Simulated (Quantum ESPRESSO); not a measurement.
C:

```xyz
2
Lattice="0.0000 1.7834 1.7834 1.7834 0.0000 1.7834 1.7834 1.7834 0.0000" Properties=species:S:1:pos:R:3 pbc="T T T"
C     2.6751    2.6751    2.6751
C     1.7834    1.7834    1.7834
```

This isn't the form of C at room conditions, which is graphite.

```yaml
Program: Quantum ESPRESSO 7.5
Task: phonons
Functional: PBE
Potentials_or_basis: JTH 2.0 PBE
Cutoff: 735 eV
Density_cutoff: 4408 eV
k_mesh: 13 × 13 × 13
Occupations: methfessel-paxton, width 0.2 eV
Spin: no spin polarisation
Mixing_beta: 0.5
Most_SCF_iterations: 120
SCF_threshold: 4e-10 Ry
Diago_david_ndim: 4
Mixing_ndim: 2
```

The first run showed a gap, so the response started from a second, tighter run with fixed occupations.

At Γ the optical frequencies are 1295 1295 1295 cm⁻¹, at a pressure of 0.6 GPa.

Task: How do the modes respond when the cell is scaled evenly, at fixed shape?

Result: The highest mode has a Grüneisen parameter of 1.10 and moves by +3.3 cm⁻¹ per GPa. None of the listed modes softens on compression. The pressures give a bulk modulus of about 436 GPa.

Frequencies at 99 % and 101 % of the volume (pressures 5.0 and -3.7 GPa), ions relaxed:
```
mode  99 % (cm⁻¹)  101 % (cm⁻¹)  Grüneisen parameter
   4       1310.3        1281.8                 1.10
   5       1310.3        1281.8                 1.10
   6       1310.3        1281.8                 1.10
```

Modes are matched by their order; those that don't vary smoothly over the three volumes are left out.

Caveat: this smearing can shift energies of a crystal with a gap; before the sum rule the acoustic modes lie tens of cm⁻¹ from zero, a sign that the density grid also shifts the optical modes; on a mesh that holds Γ this program's dielectric tensor can be off by some percent beyond the error of the mesh; an odd mesh through Γ misses points on the zone boundary, where band edges often lie.
